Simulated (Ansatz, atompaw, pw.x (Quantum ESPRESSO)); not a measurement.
## Equation-of-state test of one PAW (atompaw) potential (In)

- Element: In
- Generator: atompaw 4.2.0.5
- Type: PAW
- Functional: PBE
- Relativity: scalar-relativistic
- Frozen core: [Kr] 4d10
- Valence charge: 3
- Reference configuration: 5s2 5p1
- Partial waves: 5s (bound): rc 2.45 bohr; 5s channel at 0.45 Ry: rc 3.00 bohr; 5p (bound): rc 3.00 bohr; 5p channel at 1.75 Ry: rc 3.00 bohr; 5d channel at -0.1 Ry: rc 3.00 bohr; 5d channel at 0.7 Ry: rc 3.00 bohr
- Local potential: bessel scheme, radius 2.60 bohr
- Core correction: smooth core density matched at 2.50 bohr
- Augmentation charge: besselshape compensation charge, radius 2.35 bohr; PAW radius 3.00 bohr; waves and projectors: custom rrkj vanderbiltortho

Atomic tests: cutoffs needed: 6 Ry and 6 Ry (the cutoffs (Ry, on a coarse ladder) from which the occupation-weighted sum of valence levels, in a spherical-Bessel basis at the reference potential, stays within 10 and 1 mRy of its value at 400 Ry); ghost test: no extra level below or beside the all-electron valence levels (s, p, d, f tested) (spherical-Bessel basis up to 400 Ry, 20 bohr box); lowest eigenvalue of the overlap operator: 0.10 (s channel).

Crystal test: sc In in pw.x 7.5, no spin, 11³ k-points, Fermi–Dirac smearing 0.01 Ry, cutoffs 40/400 Ry. The reference is all-electron LAPW (Ansatz 0.2.0) with the same functional, mesh and smearing; V0 and B0 come from Birch–Murnaghan fits to the pressures at five volumes. Errors are pseudo minus all-electron; Δ is the rms difference of the E(V) curves that follow from these fits, minima aligned, over ±6 % about the mean V0. Mesh and smearing are coarse, so the numbers serve the comparison and aren't converged zero-temperature values; the lattice is a test structure that the element need not adopt.

```csv
V (Å³/atom),P all-electron (GPa),P pseudo (GPa)
28.155,1.87,2.28
28.896,0.91,1.29
29.637,0.08,0.43
30.378,-0.63,-0.31
31.119,-1.25,-0.96
```

All-electron: a0 = 3.097 Å (V0 = 29.72 Å³/atom), B0 = 30.3 GPa.

Pseudopotential: mean pressure error (GPa): +0.35; a0 (Å): 3.109; a0 error (%): +0.38; B0 error (%): -1.3; Δ (meV/atom): 2.2. The logarithmic derivative shows an extra or strongly shifted pseudo pole above the reference energy (d near 0.06 Ry).

Question: At the middle volume, how do free energy and pressure move when the wave cutoff is lowered (ecutrho held at 400 Ry)?

Answer:

```tsv
cutoff (Ry)	shift of F (meV/atom)	shift of P (GPa)
18	+2.0	+0.01
24	+0.7	+0.00
32	+0.3	-0.00
```

Input at the middle volume:

```
&control
  calculation='scf', prefix='x', pseudo_dir='./', outdir='./tmp', tstress=.true., disk_io='none'
/
&system
  ibrav=0, nat=1, ntyp=1, ecutwfc=40, ecutrho=400, nbnd=8,
  occupations='smearing', smearing='fd', degauss=0.01
/
&electrons
  conv_thr=1e-09, mixing_beta=0.4, electron_maxstep=70
/
ATOMIC_SPECIES
In 1.0 In.UPF
CELL_PARAMETERS angstrom
  3.09464911 0.00000000 0.00000000
  0.00000000 3.09464911 0.00000000
  0.00000000 0.00000000 3.09464911
ATOMIC_POSITIONS crystal
In 0.0000 0.0000 0.0000
K_POINTS automatic
11 11 11 0 0 0
```

```bash
pw.x < In.scf.in > In.scf.out
```

Lines of the output:

```
Message from routine setup:
     using ibrav=0 with symmetry is DISCOURAGED, use correct ibrav instead
     lattice parameter (alat)  =       5.8480  a.u.
     unit-cell volume          =     200.0004 (a.u.)^3
     number of electrons       =         3.00
     number of Kohn-Sham states=            8
     kinetic-energy cutoff     =      40.0000  Ry
     charge density cutoff     =     400.0000  Ry
     scf convergence threshold =      1.0E-09
     Exchange-correlation= SLA PW PBX PBC
     number of k points=    56  Fermi-Dirac smearing, width (Ry)=  0.0100
     negative rho (up, down):  2.238E-02 0.000E+00
     iteration #  1     ecut=    40.00 Ry     beta= 0.40
     negative rho (up, down):  2.652E-02 0.000E+00
     total energy              =    -321.14010174 Ry
     estimated scf accuracy    <       0.00275602 Ry
     iteration #  2     ecut=    40.00 Ry     beta= 0.40
     negative rho (up, down):  3.228E-02 0.000E+00
     total energy              =    -321.13994928 Ry
     estimated scf accuracy    <       0.00085562 Ry
     iteration #  3     ecut=    40.00 Ry     beta= 0.40
     negative rho (up, down):  3.192E-02 0.000E+00
     total energy              =    -321.14001724 Ry
     estimated scf accuracy    <       0.00000875 Ry
     iteration #  4     ecut=    40.00 Ry     beta= 0.40
     negative rho (up, down):  3.203E-02 0.000E+00
     total energy              =    -321.14001847 Ry
     estimated scf accuracy    <       0.00000023 Ry
     iteration #  5     ecut=    40.00 Ry     beta= 0.40
     negative rho (up, down):  3.200E-02 0.000E+00
     total energy              =    -321.14001853 Ry
     estimated scf accuracy    <          5.3E-09 Ry
     iteration #  6     ecut=    40.00 Ry     beta= 0.40
     negative rho (up, down):  3.199E-02 0.000E+00
     the Fermi energy is     3.8183 ev
!    total energy              =    -321.14001853 Ry
     estimated scf accuracy    <          4.6E-10 Ry
     smearing contrib. (-TS)   =      -0.00258428 Ry
     convergence has been achieved in   6 iterations
     negative rho (up, down):  3.199E-02 0.000E+00
          total   stress  (Ry/bohr**3)                   (kbar)     P=        4.35
     Message from routine punch:
     Nothing written, as per user request (disk_io='none')
```

The 8 pw.x runs together took about 83 s on one core of a shared server CPU.
